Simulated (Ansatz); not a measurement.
Ga, bcc: how the functional moves the structure

All rows: Ansatz, plane waves with scalar-relativistic PAW, 420 eV (500 eV for the SCAN forms), relaxed under each functional, no dispersion correction, no zero-point motion. B₀ comes from uniform scaling at fixed shape; a dash is a value not given.

```json
{"functional": "PBE", "V (Å³/atom)": "19.18", "cell": "a = 3.373 Å", "B₀ (GPa)": "48", "magnetic state": "spin not included", "ΔE to alpha-Ga (Cmce) (meV/atom)": "36"}
{"functional": "r²SCAN", "V (Å³/atom)": "18.20", "cell": "a = 3.314 Å", "B₀ (GPa)": "58", "magnetic state": "spin not included", "ΔE to alpha-Ga (Cmce) (meV/atom)": "171"}
{"functional": "PBEsol", "V (Å³/atom)": "17.98", "cell": "a = 3.301 Å", "B₀ (GPa)": "60", "magnetic state": "spin not included", "ΔE to alpha-Ga (Cmce) (meV/atom)": "38"}
{"functional": "LDA", "V (Å³/atom)": "17.38", "cell": "a = 3.264 Å", "B₀ (GPa)": "65", "magnetic state": "spin not included", "ΔE to alpha-Ga (Cmce) (meV/atom)": "69"}
{"functional": "revPBE", "V (Å³/atom)": "19.70", "cell": "a = 3.403 Å", "B₀ (GPa)": "43", "magnetic state": "spin not included", "ΔE to alpha-Ga (Cmce) (meV/atom)": "31"}
{"functional": "RPBE", "V (Å³/atom)": "19.92", "cell": "a = 3.415 Å", "B₀ (GPa)": "42", "magnetic state": "spin not included", "ΔE to alpha-Ga (Cmce) (meV/atom)": "29"}
{"functional": "BLYP", "V (Å³/atom)": "21.92", "cell": "a = 3.526 Å", "B₀ (GPa)": "28", "magnetic state": "spin not included", "ΔE to alpha-Ga (Cmce) (meV/atom)": "87"}
```

LDA gives the smallest volume and BLYP the largest.
